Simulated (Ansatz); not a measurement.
Ga, 2 atoms in the cell. It takes space group P2_1/m (No. 11, monoclinic). Conventional cell: a = 2.778 Å, b = 3.282 Å, c = 4.210 Å, α = 90.00°, β = 108.61°, γ = 90.00°. Around Ga (site symmetry m) lie 8 Ga at 2.71 to 2.84 Å. This isn't the form of Ga at room conditions, which is orthorhombic.

```yaml
Program: Ansatz 0.2.0
Task: single point
Functional: HSE06
Potentials_or_basis: Ansatz PAW
Cutoff: "420 eV (not typed: the program's choice for these potentials)"
k_mesh: 4 × 4 × 3
Occupations: fermi-dirac, width 0.05 eV
Spin: spin-orbit coupling, no magnetisation
```

Hardware: 1 × NVIDIA H100 80GB HBM3 with 2 threads of AMD EPYC 7R13 Processor (Zen 3) (shared host).

Q: How long does it take, and how much memory?

A: Wall time 88 s on 1 × NVIDIA H100 80GB HBM3 with 2 threads of AMD EPYC 7R13 Processor (Zen 3), on a shared host, peak memory 1.8 GiB. Counts: scf iterations 23, plane waves 699, k points 21, bands 34.
